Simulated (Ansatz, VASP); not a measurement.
## One calculation of Al, two programs

```
Al
1.0
     0.00000    1.92404    1.92404
     1.92404    0.00000    1.92404
     1.92404    1.92404    0.00000
Al
1
Direct
  0.00000 0.00000 0.00000
```

Alike in both runs: task single point; functional PBEsol; k mesh 18 × 18 × 18; occupations gaussian, width 0.1 eV; no spin polarisation.

|  | VASP | Ansatz |
| --- | --- | --- |
| version | VASP 6.6.1 | Ansatz 0.2.0 |
| potentials or method | VASP PAW PBE potentials, release 64 (Al) | scalar-relativistic, plane waves, PAW |
| plane-wave cutoff (eV) | 520 | 420 |
| valence electrons in the cell | 3 | 3 |

|  | VASP | Ansatz | Ansatz less VASP |
| --- | --- | --- | --- |
| gap on the k mesh at the Fermi level (eV) | none | none | - |
| pressure (GPa) | 13.9 | 13.8 | -0.13 |

A gap of «none» marks a metal or a gap that the smearing closes.

Caveats: the PAW data sets were made with another functional, which shifts forces and pressure a little (VASP).
